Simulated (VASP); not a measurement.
# Au (Fm-3m) in VASP: core levels with PBE

Aim: the core levels of Au with PBE.

Everything below comes from runs of VASP 6.6.1. Logs are shortened: lines on timing, memory, paths and dates and some standing lists are left out, and cuts for length are marked.

## Step 1: The structure

Symmetry: Fm-3m, No. 225, cubic system. Conventional cell: a = 4.078 Å, b = 4.078 Å, c = 4.078 Å, α = 90.00°, β = 90.00°, γ = 90.00°. Around Au (site symmetry m-3m) lie 12 Au at 2.88 Å.

## Step 2: Core levels, PBE

INCAR

```
PREC     = Accurate       # precision mode
ENCUT    = 400            # plane-wave cutoff, eV
EDIFF    = 1E-6           # SCF threshold, eV
ISMEAR   = 0              # smearing method
SIGMA    = 0.1            # smearing width, eV
LREAL    = F              # projectors in reciprocal space
LASPH    = T              # aspherical terms in the spheres
NELM     = 60             # most SCF steps
ALGO     = Fast           # electronic algorithm
ISIF     = 2              # what is computed and relaxed
LWAVE    = F              # write WAVECAR
LCHARG   = F              # write CHGCAR
GGA      = PE             # functional
ICORELEVEL= 1
```

KPOINTS

```
Automatic mesh
0
Gamma
  5 5 7
```

POSCAR

```
Au
1.0
    0.0000000000      6.1170000000      6.1170000000
    6.1170000000      0.0000000000      6.1170000000
    4.0780000000      4.0780000000      0.0000000000
Au
18
Direct
    0.0000000000      0.0000000000      0.0000000000
    0.0000000000      0.0000000000      0.5000000000
    0.0000000000      0.3333333333      0.0000000000
    1.0000000000      0.3333333333      0.5000000000
    0.0000000000      0.6666666667      0.0000000000
    0.0000000000      0.6666666667      0.5000000000
    0.3333333333      0.0000000000      0.0000000000
    0.3333333333      1.0000000000      0.5000000000
    0.3333333333      0.3333333333      0.0000000000
    0.3333333333      0.3333333333      0.5000000000
    0.3333333333      0.6666666667      0.0000000000
    0.3333333333      0.6666666667      0.5000000000
    0.6666666667      0.0000000000      0.0000000000
    0.6666666667      0.0000000000      0.5000000000
    0.6666666667      0.3333333333      0.0000000000
    0.6666666667      0.3333333333      0.5000000000
    0.6666666667      0.6666666667      0.0000000000
    0.6666666667      0.6666666667      0.5000000000
```

Potentials or basis: VASP PAW PBE potentials, release 64 (Au).

On the command line:

```
$ cat potpaw_PBE.64/Au/POTCAR > POTCAR
$ mpirun -np 1 vasp_std > vasp.out
```

OUTCAR:

```text
PREC = Accurate
   ENCUT = 400
   EDIFF = 1E-6
   ISMEAR = 0
   LREAL = F
   LASPH = T
   NELM = 60
   ISIF = 2
   GGA = PE

 ion  position               nearest neighbor table
   1  0.000  0.000  0.000-   3 2.88   5 2.88   7 2.88  11 2.88  13 2.88  15 2.88  14 2.88   6 2.88
                             4 2.88   8 2.88   2 2.88   2 2.88
   2  0.000  0.000  0.500-   4 2.88   6 2.88   8 2.88  12 2.88  14 2.88  16 2.88   5 2.88  13 2.88
                             3 2.88   7 2.88   1 2.88   1 2.88
   3  0.000  0.333  0.000-   1 2.88   7 2.88   9 2.88  15 2.88   2 2.88  16 2.88  10 2.88   4 2.88
                             4 2.88  17 2.88   6 2.88   5 2.88
   4  0.000  0.333  0.500-   2 2.88   8 2.88  10 2.88  16 2.88  15 2.88   1 2.88   9 2.88   3 2.88
                             3 2.88  18 2.88   5 2.88   6 2.88
   5  0.000  0.667  0.000-   1 2.88  11 2.88  13 2.88  17 2.88  18 2.88   2 2.88  12 2.88   6 2.88
                             6 2.88   9 2.88   4 2.88   3 2.88
   6  0.000  0.667  0.500-   2 2.88  12 2.88  14 2.88  18 2.88  17 2.88   1 2.88  11 2.88   5 2.88
                             5 2.88  10 2.88   3 2.88   4 2.88
   7  0.333  0.000  0.000-   1 2.88   3 2.88   9 2.88  11 2.88   2 2.88  12 2.88  10 2.88   8 2.88
                             8 2.88  17 2.88  14 2.88  13 2.88
   8  0.333  0.000  0.500-   2 2.88   4 2.88  10 2.88  12 2.88  11 2.88   1 2.88   9 2.88   7 2.88
                             7 2.88  18 2.88  13 2.88  14 2.88
   9  0.333  0.333  0.000-   3 2.88   7 2.88   4 2.88   8 2.88  10 2.88  10 2.88  13 2.88   5 2.88
[... 5 lines left out ...]
  12  0.333  0.667  0.500-   2 2.88   6 2.88   8 2.88   5 2.88   7 2.88  11 2.88  11 2.88   9 2.88
                            17 2.88  10 2.88  16 2.88  18 2.88
  13  0.667  0.000  0.000-   1 2.88   5 2.88  15 2.88  17 2.88  18 2.88   2 2.88  16 2.88  14 2.88
                            14 2.88   9 2.88   8 2.88   7 2.88
  14  0.667  0.000  0.500-   2 2.88   6 2.88  16 2.88  18 2.88  17 2.88   1 2.88  15 2.88  13 2.88
                            13 2.88  10 2.88   7 2.88   8 2.88
  15  0.667  0.333  0.000-   1 2.88   3 2.88  13 2.88  14 2.88   4 2.88  16 2.88  16 2.88  10 2.88
                            18 2.88  11 2.88   9 2.88  17 2.88
  16  0.667  0.333  0.500-   2 2.88   4 2.88  14 2.88  13 2.88   3 2.88  15 2.88  15 2.88   9 2.88
                            17 2.88  12 2.88  10 2.88  18 2.88
  17  0.667  0.667  0.000-   5 2.88  13 2.88   6 2.88  14 2.88  18 2.88  18 2.88   7 2.88   3 2.88
                            12 2.88  16 2.88  15 2.88  11 2.88
  18  0.667  0.667  0.500-   6 2.88  14 2.88   5 2.88  13 2.88  17 2.88  17 2.88   8 2.88   4 2.88
                            11 2.88  15 2.88  12 2.88  16 2.88

  LATTYP: Found a base centered monoclinic cell.
 ALAT       =    12.5692401521
 B/A-ratio  =     0.6882472016
 C/A-ratio  =     0.4588314677
 COS(beta)  =    -0.2294157339

  Lattice vectors:

 A1 = (  -4.0780000000,   2.0390000000,   6.1170000000)
 A2 = (   2.0390000000,  -4.0780000000,   6.1170000000)
 A3 = (   4.0780000000,   4.0780000000,   0.0000000000)

Analysis of symmetry for initial positions (statically):
=====================================================================
 Subroutine PRICEL returns following result:

  LATTYP: Found a face centered cubic cell.
 ALAT       =     4.0779999996

  Lattice vectors:

 A1 = (   0.0000000000,   2.0389999998,   2.0389999998)
 A2 = (   2.0389999998,   0.0000000000,   2.0389999998)
 A3 = (   2.0390000000,   2.0390000000,   0.0000000000)

  18 primitive cells build up your supercell.

 Routine SETGRP: Setting up the symmetry group for a
 base centered monoclinic supercell.

 Subroutine GETGRP returns: Found  4 space group operations
 (whereof  4 operations were pure point group operations)
 out of a pool of  4 trial point group operations.

The static configuration has the point symmetry C_2h.

Analysis of symmetry for dynamics (positions and initial velocities):
=====================================================================
 Subroutine PRICEL returns following result:

  LATTYP: Found a face centered cubic cell.
 ALAT       =     4.0779999996

  Lattice vectors:

 A1 = (   0.0000000000,   2.0389999998,   2.0389999998)
 A2 = (   2.0389999998,   0.0000000000,   2.0389999998)
 A3 = (   2.0390000000,   2.0390000000,   0.0000000000)

  18 primitive cells build up your supercell.

 Routine SETGRP: Setting up the symmetry group for a
 base centered monoclinic supercell.

[... 101 lines left out ...]
   NELM   =     60;   NELMIN=  2; NELMDL= -5     # of ELM steps
   EDIFF  = 0.1E-05   stopping-criterion for ELM
   LREAL  =      F    real-space projection
   EDIFFG = 0.1E-04   stopping-criterion for IOM
   NSW    =      0    number of steps for IOM
   IBRION =     -1    ionic relax: 0-MD 1-quasi-New 2-CG
   NFREE  =      0    steps in history (QN), initial steepest desc. (CG)
   ISIF   =      2    stress and relaxation
   ISYM   =      2    0-nonsym 1-usesym 2-fastsym
   POTIM  = 0.5000    time-step for ionic-motion
   TEBEG  =    0.0;   TEEND  =   0.0 temperature during run
   PSTRESS=    0.0 pullay stress
   NELECT =     198.0000    total number of electrons
   NUPDOWN=      -1.0000    fix difference up-down
   EMIN   =  10.00;   EMAX   =-10.00  energy-range for DOS
   EFERMI =   0.00;   METHOD = LEGACY
   ISMEAR =     0;   SIGMA  =   0.10  broadening in eV -4-tet -1-fermi 0-gaus
   EFERMI_NEDOS =   21; number of points for ismear=-14 and -15
   IALGO  =     68    algorithm
   IMIX   =      4    mixing-type and parameters
     AMIX     =   0.40;   BMIX     =  1.00
     AMIX_MAG =   1.60;   BMIX_MAG =  1.00
  volume/ion in A,a.u.               =      16.95       114.41
  Fermi-wavevector in a.u.,A,eV,Ry     =   1.417246  2.678206 27.328466  2.008586
  Thomas-Fermi vector in A             =   2.538496
   LORBIT       =      0    0 simple, 1 ext, 2 COOP (PROOUT), +10 PAW based schemes
   GGA     = PE    functional components
   LHFCALC =     F    Hartree Fock is set to
   AEXX    =    0.0000 exact exchange contribution
   IVDW    =     0    specifies the selected vdW correction
   LEPSILON=     F    determine dielectric tensor
   LRPA    =     F    only Hartree local field effects (RPA)
 non-spin polarized calculation
 RMM-DIIS sequential band-by-band and
 Gauss-broadening in eV      SIGMA  =   0.10
  energy-cutoff  :      400.00
  volume of cell :      305.18
 maximum number of plane-waves:      5578
   NGX = 29   NGY = 29   NGZ = 19

 number of electron     198.0000000 magnetization

 Free energy of the ion-electron system (eV)
  ---------------------------------------------------
  ext. energy  EPLUGINS =         0.00000000
  ---------------------------------------------------
  free energy    TOTEN  =       -57.53377020 eV

  energy without entropy =      -57.52095931  energy(sigma->0) =      -57.52736475

 the core state eigenenergies are
   1-  1s -80736.5889  2s -14232.8696  2p -12299.0804  3s  -3350.2295  3p  -2789.6018
       3d  -2191.8940  4s   -717.7727  4p   -534.0049  4d   -313.6835  4f    -69.0919
       5s    -96.1102  5p    -47.4398
   2-  1s -80736.5889  2s -14232.8696  2p -12299.0804  3s  -3350.2295  3p  -2789.6018
       3d  -2191.8940  4s   -717.7727  4p   -534.0049  4d   -313.6835  4f    -69.0919
       5s    -96.1102  5p    -47.4398
   3-  1s -80736.5889  2s -14232.8696  2p -12299.0804  3s  -3350.2295  3p  -2789.6018
       3d  -2191.8940  4s   -717.7727  4p   -534.0049  4d   -313.6835  4f    -69.0919
       5s    -96.1102  5p    -47.4398
   4-  1s -80736.5889  2s -14232.8696  2p -12299.0804  3s  -3350.2295  3p  -2789.6018
       3d  -2191.8940  4s   -717.7727  4p   -534.0049  4d   -313.6835  4f    -69.0919
       5s    -96.1102  5p    -47.4398
   5-  1s -80736.5889  2s -14232.8696  2p -12299.0804  3s  -3350.2295  3p  -2789.6018
       3d  -2191.8940  4s   -717.7727  4p   -534.0049  4d   -313.6835  4f    -69.0919
       5s    -96.1102  5p    -47.4398
   6-  1s -80736.5889  2s -14232.8696  2p -12299.0804  3s  -3350.2295  3p  -2789.6018
       3d  -2191.8940  4s   -717.7727  4p   -534.0049  4d   -313.6835  4f    -69.0919
[... 23 lines left out ...]
       3d  -2191.8940  4s   -717.7727  4p   -534.0049  4d   -313.6835  4f    -69.0919
       5s    -96.1102  5p    -47.4398
  15-  1s -80736.5889  2s -14232.8696  2p -12299.0804  3s  -3350.2295  3p  -2789.6018
       3d  -2191.8940  4s   -717.7727  4p   -534.0049  4d   -313.6835  4f    -69.0919
       5s    -96.1102  5p    -47.4398
  16-  1s -80736.5889  2s -14232.8696  2p -12299.0804  3s  -3350.2295  3p  -2789.6018
       3d  -2191.8940  4s   -717.7727  4p   -534.0049  4d   -313.6835  4f    -69.0919
       5s    -96.1102  5p    -47.4398
  17-  1s -80736.5889  2s -14232.8696  2p -12299.0804  3s  -3350.2295  3p  -2789.6018
       3d  -2191.8940  4s   -717.7727  4p   -534.0049  4d   -313.6835  4f    -69.0919
       5s    -96.1102  5p    -47.4398
  18-  1s -80736.5889  2s -14232.8696  2p -12299.0804  3s  -3350.2295  3p  -2789.6018
       3d  -2191.8940  4s   -717.7727  4p   -534.0049  4d   -313.6835  4f    -69.0919
       5s    -96.1102  5p    -47.4398

 E-fermi :   9.6365     XC(G=0): -12.7481

 val. band max:        9.6281400511   @ k =  -0.4000   0.4000   0.1429
 cond. band min:       9.6482677998   @ k =  -0.4000   0.2000   0.0000
 fundamental gap:      0.0201277487
 Fermi energy:         9.6365350536

 k-point     1 :       0.0000    0.0000    0.0000
  band No.  band energies     occupation
      1      -0.3501      2.00000
      2       2.0516      2.00000
      3       2.0516      2.00000
      4       2.0516      2.00000
      5       2.0516      2.00000
      6       2.1980      2.00000
[... 2725 lines left out ...]
    110      13.0488      0.00000
    111      13.9110      0.00000

 [... further k-points ...]

 [bands above 111 left out]

------------------------ aborting loop because EDIFF is reached ----------------------------------------

  FORCE on cell =-STRESS in cart. coord.  units (eV):
  Direction    XX          YY          ZZ          XY          YZ          ZX
  --------------------------------------------------------------------------------------
  -------------------------------------------------------------------------------------
  Total       17.9558714     17.9558714     17.3776696      1.4949561     -0.9306005     -0.9306005
  in kB       94.2676954     94.2676954     91.2321563      7.8484671     -4.8856198     -4.8856199
  external PRESSURE =      93.2558491 kB  Pullay stress =       0.0000000 kB

 VOLUME and BASIS-vectors are now :
 -----------------------------------------------------------------------------
  energy-cutoff  :      400.00
  volume of cell :      305.18
      direct lattice vectors                 reciprocal lattice vectors
     0.000000000  6.117000000  6.117000000    -0.081739415  0.081739415  0.081739415
     6.117000000  0.000000000  6.117000000     0.081739415 -0.081739415  0.081739415
     4.078000000  4.078000000  0.000000000     0.122609122  0.122609122 -0.122609122

 POSITION                                       TOTAL-FORCE (eV/Angst)
 -----------------------------------------------------------------------------------
      0.00000      0.00000      0.00000        -0.000000     -0.000000      0.000000
      2.03900      2.03900      0.00000         0.000000     -0.000000      0.000000
      2.03900      0.00000      2.03900        -0.000000     -0.000000     -0.000000
      4.07800      2.03900      2.03900        -0.000000     -0.000000     -0.000000
      4.07800      0.00000      4.07800         0.000000      0.000000      0.000000
      6.11700      2.03900      4.07800        -0.000000     -0.000000     -0.000000
[... 10 lines left out ...]
      4.07800      4.07800      8.15600        -0.000000     -0.000000      0.000000
      6.11700      6.11700      8.15600        -0.000000     -0.000000      0.000000
 -----------------------------------------------------------------------------------
    total drift:                               -0.000000     -0.000000      0.000000

  FREE ENERGIE OF THE ION-ELECTRON SYSTEM (eV)
  ---------------------------------------------------
  free  energy   TOTEN  =       -57.5337702001 eV

  energy  without entropy=      -57.5209593068  energy(sigma->0) =      -57.52736475
```

It took 25 min on 1 thread of Intel Xeon Platinum 8259CL at 2.50GHz (Skylake/Cascade Lake), shared host; peak memory 0.91 GiB.

What came out:

- Free energy: -57.5338 eV
- Pressure: 9.3 GPa
- Band gap on the k mesh: none (metal or under the smearing width)

Levels at points of the mesh, in eV from the Fermi level:
```csv
k point,band 96,band 97,band 98,band 99,band 100,band 101,band 102,band 103
"(0.00, 0.00, 0.00)",-1.91,-1.91,-1.05,-0.39,-0.39,1.08,1.08,1.08
```

Core levels (eV, on the scale of the bands):
```
atom                                                                                                                                    levels
1 Au  1s -80736.6, 2s -14232.9, 2p -12299.1, 3s -3350.2, 3p -2789.6, 3d -2191.9, 4s -717.8, 4p -534.0, 4d -313.7, 4f -69.1, 5s -96.1, 5p -47.4
2 Au  1s -80736.6, 2s -14232.9, 2p -12299.1, 3s -3350.2, 3p -2789.6, 3d -2191.9, 4s -717.8, 4p -534.0, 4d -313.7, 4f -69.1, 5s -96.1, 5p -47.4
3 Au  1s -80736.6, 2s -14232.9, 2p -12299.1, 3s -3350.2, 3p -2789.6, 3d -2191.9, 4s -717.8, 4p -534.0, 4d -313.7, 4f -69.1, 5s -96.1, 5p -47.4
4 Au  1s -80736.6, 2s -14232.9, 2p -12299.1, 3s -3350.2, 3p -2789.6, 3d -2191.9, 4s -717.8, 4p -534.0, 4d -313.7, 4f -69.1, 5s -96.1, 5p -47.4
5 Au  1s -80736.6, 2s -14232.9, 2p -12299.1, 3s -3350.2, 3p -2789.6, 3d -2191.9, 4s -717.8, 4p -534.0, 4d -313.7, 4f -69.1, 5s -96.1, 5p -47.4
6 Au  1s -80736.6, 2s -14232.9, 2p -12299.1, 3s -3350.2, 3p -2789.6, 3d -2191.9, 4s -717.8, 4p -534.0, 4d -313.7, 4f -69.1, 5s -96.1, 5p -47.4
```

Caveat: the real-space grid breaks the cell's symmetry a little.
